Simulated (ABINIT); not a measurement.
The system is TiB2.

```xyz
3
Lattice="3.0292 0.0000 0.0000 -1.5146 2.6234 0.0000 0.0000 0.0000 3.2284" Properties=species:S:1:pos:R:3 pbc="T T T"
Ti    0.0000    0.0000    0.0000
B     1.5146    0.8745    1.6142
B     0.0000    1.7489    1.6142
```

Base run:

| Quantity | Value |
| --- | --- |
| Program | ABINIT 10.8.3 (patched build) |
| Functional | rPW86PBE |
| Potentials or basis | JTH PAW PBE v2.0 |
| Cutoff | 408 eV |
| k mesh | 10 × 10 × 8 |
| Occupations | fermi-dirac, width 0.05 eV |
| Spin | no spin polarisation |

Its results: band gap on the k mesh none (metal or under the smearing width); pressure 3.9 GPa.

The run is repeated on the same cell with these changes: functional from rPW86PBE to WC. What comes out?

Band gap on the k mesh none (metal or under the smearing width); pressure -3.9 GPa.

Caveats: the PAW data sets were made with another functional, which shifts forces and pressure a little; the atomic spheres overlap.
